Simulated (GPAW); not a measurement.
# BN (Fmm2) in GPAW: settings compared, part 3 of 3

GPAW 26.7.0.

**5. Optical spectrum, PBE**

Contents of run.py:

```python
from ase import Atoms
from ase.dft.bandgap import bandgap
from ase.io import write
from gpaw import GPAW, PW
from gpaw.response.df import DielectricFunction

atoms = Atoms(['N', 'B'],
              cell=[[0.0, 3.49531583, 2.16609124],
                    [1.2516321, 0.0, 2.16609124],
                    [1.2516321, 3.49531583, 0.0]],
              scaled_positions=[[0.66665134, 0.66665134, 0.33334866],
                                [0.00004865, 0.00004865, 0.99995135]],
              pbc=True)

calc = GPAW(mode=PW(650),
            xc='PBE',
            kpts={'size': (10, 10, 10), 'gamma': True},
            occupations={'name': 'fermi-dirac', 'width': 0.001},
            nbands=11,
            convergence={'density': 1e-06},
            maxiter=150,
            txt='gpaw.txt')
atoms.calc = calc
energy = atoms.get_potential_energy()
calc.write('gs.gpw')
write('result.traj', atoms)
print(f'Energy: {energy:.6f} eV')
print('Fermi level:', round(calc.get_fermi_level(), 4), 'eV')
print(f'Gap: {bandgap(calc)[0]:.4f} eV, direct: {bandgap(calc, direct=True)[0]:.4f} eV')

dense = calc.fixed_density(kpts={'size': (16, 16, 16), 'gamma': True},
                           nbands=30, convergence={'bands': 24, 'eigenstates': 1e-7},
                           update_fermi_level=True, txt='dense.txt')
dense.write('dense.gpw', mode='all')

df = DielectricFunction('dense.gpw', frequencies={'type': 'nonlinear', 'domega0': 0.05, 'omega2': 10},
                        eta=0.1, ecut=50, nbands=24, eshift=0.5, intraband=False, txt='df.txt')
for direction in ['x', 'y', 'z']:
    df.get_dielectric_function(xc='RPA', direction=direction, filename=f'df_{direction}.csv')
    e0, e = df.get_macroscopic_dielectric_constant(xc='RPA', direction=direction)
    print(f'{direction}: static eps {e0:.4f} without, {e:.4f} with local fields')
```

Potentials or basis: GPAW PAW data sets (gpaw-data 1.2.1), pw.

Started as:

```sh
OMP_NUM_THREADS=1 python run.py
```

gpaw.txt:

```text
__  _  _
 | _ |_)|_||  |
 |__||  | ||/\| - 26.7.0

Input parameters:
  mode=PW(ecut=650.0),
  convergence={'density': 1e-06},
  kpts=MonkhorstPack(size=(10, 10, 10), gamma=True),
  maxiter=150,
  nbands=11,
  occupations=Occupations(name='fermi-dirac', width=0.001),
  xc=XC(name='PBE')

Diagonalizing LCAO Hamiltonian
Converting LCAO to pw mode

       N

       B

Atoms  # Å, Bohr magnetons
|   | symbol |        x |        y |        z |    initial magnetic moments |
|---|--------|----------|----------|----------|-----------------------------|
| 0 |      N | 1.251632 | 3.495316 | 2.888055 | ( 0.0000,  0.0000,  0.0000) |
| 1 |      B | 1.251632 | 3.495316 | 0.000211 | ( 0.0000,  0.0000,  0.0000) |

Unit cell  # Å
| periodic |        x |        y |        z |  lengths |    angles |
|----------|----------|----------|----------|----------|-----------|
|      yes | 0.000000 | 3.495316 | 2.166091 | 4.112078 | 80.289625 |
|      yes | 1.251632 | 0.000000 | 2.166091 | 2.501706 | 36.845822 |
|      yes | 1.251632 | 3.495316 | 0.000000 | 3.712656 | 62.864553 |

Number of symmetries: 4
Symmetry operations  # r_c * U_cc + t_c -> r_c
|   | kind |            matrix            |
|---|------|------------------------------|
| 0 |  σ   |  1, 0, 0,  1, 0,-1,  1,-1, 0 |
| 1 |  E   |  1, 0, 0,  0, 1, 0,  0, 0, 1 |
| 2 |  C2  |  0, 1,-1,  1, 0,-1,  0, 0,-1 |
| 3 |  σ   |  0, 1,-1,  0, 1, 0, -1, 1, 0 |

BZ-sampling:
  Number of BZ points: 1000
  Number of IBZ points: 171

  Monkhorst-Pack size: [10, 10, 10]
  Monkhorst-Pack shift: [0.05, 0.05, 0.05]

K-points  # in reciprocal-cell coordinates
|     |                                coordinates |     weight |
|-----|--------------------------------------------|------------|
|   0 | (  0.00000000,   0.00000000,   0.00000000) | 0.00100000 |
|   1 | (  0.00000000,   0.10000000,   0.10000000) | 0.00200000 |
|   2 | (  0.00000000,   0.20000000,   0.20000000) | 0.00200000 |
|   3 | (  0.00000000,   0.30000000,   0.30000000) | 0.00200000 |
|   4 | (  0.00000000,   0.40000000,   0.40000000) | 0.00200000 |
|   5 | (  0.00000000,   0.50000000,   0.50000000) | 0.00100000 |
|   6 | (  0.10000000,  -0.40000000,   0.50000000) | 0.00200000 |
|   7 | (  0.10000000,   0.00000000,   0.10000000) | 0.00200000 |
|   8 | (  0.10000000,   0.10000000,   0.00000000) | 0.00200000 |
|   9 | (  0.10000000,   0.10000000,   0.10000000) | 0.00800000 |
| ... |                                            |            |
| 170 | (  0.50000000,   0.50000000,   0.50000000) | 0.00400000 |

Plane wave coefficients: 731
Cutoff: 650.0 eV

Spin-components: 1 (collinear spins)
Bands:           11
Projectors:      10
Spin-degeneracy: 2
Datatype:        complex128

Parallelization:
  kpt:    1
  domain: 1
  band:   1

Density:
  Valence electrons: 8.0
  Components: 1
  Grid points: [25 25 25]
  Charge: 0.0  # |e|

Potential:
  Grid points: [25 25 25]

species:
  N:
    name:    Nitrogen
    Z:       7.0
    valence: 5
    core:    2
    charge:  0.0  # [|e|]
    compensation charges:
      type: gauss
      rc: 0.18  # [Å]
      lmax: 2
    cutoffs:
      filter: 1.11  # [Å]
      core: 0.96  # [Å]
    projectors
    | kind |    occ | energy [eV] | rcut [Å] |
    |------|--------|-------------|----------|
    |   2s |  2.000 |     -18.583 |    0.603 |
    |   2p |  3.000 |      -7.089 |    0.529 |
    |    s |        |       8.629 |    0.603 |
    |    p |        |      20.123 |    0.529 |
    |    d |        |       0.000 |    0.577 |

    Using partial waves for N as LCAO basis

  B:
    name:    Boron
    Z:       5.0
    valence: 3
    core:    2
    charge:  0.0  # [|e|]
    compensation charges:
      type: gauss
      rc: 0.20  # [Å]
      lmax: 2
    cutoffs:
      filter: 1.14  # [Å]
      core: 1.38  # [Å]
    projectors
    | kind |    occ | energy [eV] | rcut [Å] |
    |------|--------|-------------|----------|
    |   2s |  2.000 |      -9.443 |    0.635 |
    |   2p |  1.000 |      -3.606 |    0.635 |
    |    s |        |      17.768 |    0.635 |
    |    p |        |      23.605 |    0.635 |
    |    d |        |       0.000 |    0.635 |

    Using partial waves for B as LCAO basis

Reference energy: -2151.211071  # eV

eigensolver:
  PPCG
  Converge bands: occupied
  niter=2

density mixing:
  MSR1-Mixer
  Pratt-step length: 0.05
  Maximum mixing coefficient: 0.75
  Old densities: 10
  SVD Regularization: 0.005
  Good broyden scale: 1.0
  Trust region scale: 1.0
  Backstep threshold: 4.0
  History deletion threshold: 6.0
  Fourier metric: weight=20.0, sigma=0.015

occupation numbers:
  Fermi-Dirac:
    width: 0.0010  # eV

poisson solver:
  ecut: 5200.0  # eV

xc functional:
  name: PBE with 2 nearest neighbor stencil

convergence criteria:
- Maximum integral of absolute [dens]ity change: 1e-06 electrons / valence electron
- Maximum [total energy] change in last 3 cyles: 0.0005 eV / valence electron
- Maximum integral of absolute [eigenst]ate change: 4e-08 eV^2 / valence electron
maximum number of iterations: 150

SCF iterations
|iter     | |      energy | eigst |  dens |
|---------|-|-------------|-------|-------|
|iter:   1| |  -19.117272 | +0.46 |       |
|iter:   2| |  -18.797290 | -1.36 | -0.64 |
|iter:   3| |  -17.568359 | -1.02 | -0.69 |
|iter:   4| |  -17.546638 | -2.47 | -1.33 |
|iter:   5| |  -17.546056 | -3.18 | -1.70 |
|iter:   6| |  -17.546258c| -4.55 | -2.30 |
|iter:   7| |  -17.546260c| -6.20 | -3.45 |
|iter:   8| |  -17.546261c| -7.67c| -3.97 |
|iter:   9| |  -17.546261c| -8.52c| -5.19 |
|iter:  10| |  -17.546261c| -9.20c| -5.73 |
|iter:  11| |  -17.546261c| -9.96c| -6.70c|

Converged in 11 steps
Energy contributions relative to reference atoms: (reference = -2151.211071)

Energy contributions:
  Kinetic:          17.307333
  Coulomb:         -17.376714
  Zero:              0.030705
  External:          0.000000
  Xc:              -17.507584
  Entropy:          -0.000000
  Spinorbit:         0.000000
  ----------------------------
  Free energy:     -17.546261
  Extrapolated:    -17.546261

dipole moment: (0.000000, 0.000000, -5.752825)  # |e|*Ang

Fermi level: 4.169
Eigenvalues  # (at kpt = [0.000, 0.000, 0.000])
| band index |      eig [eV] | occ [0-2] |
|------------|---------------|-----------|
|          0 |       -14.222 |     2.000 |
|          1 |        -0.830 |     2.000 |
|          2 |         2.236 |     2.000 |
|          3 |         2.241 |     2.000 |
|          4 |         8.516 |     0.000 |
|          5 |        15.178 |     0.000 |
|          6 |        15.237 |     0.000 |
|          7 |        16.627 |     0.000 |
|          8 |        18.084 |     0.000 |
|          9 |        29.260 |     0.000 |
|         10 |        30.405 |     0.000 |

Gap: 3.900 eV
Transition (v -> c):
  (s=0, k=158, n=3, [0.50, 0.40, -0.20]) -> (s=0, k=5, n=4, [0.00, 0.50, 0.50])
Direct/indirect transitions are different
Direct gap: 4.752 eV
Transition at: (s=0, k=3, n=3, [0.00, 0.30, 0.30])
# Writing to gs.gpw (mode='')
```

stdout:

```text
<dir> UserWarning: The angles between your unit-cell vectors are 80.3, 36.8 and 62.9 degrees.  Results may be wrong!  Please Niggli-reduce your unit-cell so that the angles are closer to 90 degrees:

  from ase.build import niggli_reduce
  niggli_reduce(atoms)

  warnings.warn(
<dir> UserWarning: Initial realspace grid (25,15,24) inconsistent with symmetries.
  warnings.warn(
<dir> UserWarning: Using symmetrized grid: (25,25,25).

  warnings.warn('Using symmetrized grid: ({},{},{}).\n'.format(*N_c))
Energy: -17.546261 eV
Fermi level: 4.169 eV
Gap: 3.9005 eV, direct: 4.7519 eV
x: static eps 4.4501 without, 4.2487 with local fields
y: static eps 2.7206 without, 2.2540 with local fields
z: static eps 4.4685 without, 4.2620 with local fields
```

df.txt:

```text
NonLinearFrequencyDescriptor(from 0.000 to 75.623 eV, 367 points)
NonLinearFrequencyDescriptor(from 0.000 to 75.623 eV, 367 points)

Calculating chi0 body with:
    Ground state adapter containing:
    Number of spins: 1
    Number of kpoints: 4096
    Number of irreducible kpoints: 621
    Number of completely occupied states: 4
    Number of partially occupied states: 4

    Linear response parametrization:
    q_c: [0.0, 0.0, 0.0]
    Number of frequency points: 367
    Planewave cutoff: 50.0
    Number of bands: 24
    Number of planewaves: 19
    Broadening (eta): 0.1

Integrating chi0 body.

Symmetries of q_c:
    Direct symmetries (Uq -> q): 4
    Indirect symmetries (TUq -> q): 4
In total 8 allowed symmetries.

Integral kind: spectral function

Calculating chi0 optical extensions with:
    Ground state adapter containing:
    Number of spins: 1
    Number of kpoints: 4096
    Number of irreducible kpoints: 621
    Number of completely occupied states: 4
    Number of partially occupied states: 4

    Linear response parametrization:
    Number of frequency points: 367
    Planewave cutoff: 50.0
    Number of bands: 24
    Number of planewaves: 19
    Broadening (eta): 0.1
Integrating chi0 head and wings.

Symmetries of q_c:
    Direct symmetries (Uq -> q): 4
    Indirect symmetries (TUq -> q): 4
In total 8 allowed symmetries.

Integral kind: spectral function wings

Finished calculating chi0
```

Run time: 6.9 min. Hardware: 1 thread of Arm Neoverse V1, shared host; peak memory 0.63 GiB.

What came out:

| Property | Result |
| --- | --- |
| Free energy | -17.5463 eV |
| Band gap on the k mesh | 3.90 eV, indirect (least direct gap 4.75 eV) |

Dielectric function (mean over the directions given):
```tsv
energy (eV)	real part	imaginary part
0.25	3.59	0.00
0.88	3.62	0.01
1.54	3.69	0.01
2.18	3.80	0.02
2.79	3.96	0.03
3.43	4.23	0.05
4.16	4.80	0.11
4.79	5.98	0.35
5.38	6.63	3.61
6.07	4.37	8.03
6.63	0.74	4.65
7.29	0.30	3.09
8.07	1.05	1.18
8.71	1.50	1.01
9.27	1.81	0.74
9.96	2.77	0.95
10.57	2.33	1.77
11.20	2.19	1.38
11.96	2.38	0.93
12.53	2.96	1.02
13.24	4.28	1.21
13.85	4.47	4.15
14.48	2.08	5.69
15.13	0.03	4.89
15.94	0.18	3.26
16.64	-1.30	3.04
17.36	-0.20	1.94
18.12	-0.37	1.74
18.90	-0.21	1.41
19.87	-0.26	1.29
```

Caveat: the long-wavelength limit can be off by a per cent or two; independent-particle spectra lack excitons; the program warned that so skewed a cell can give wrong results.
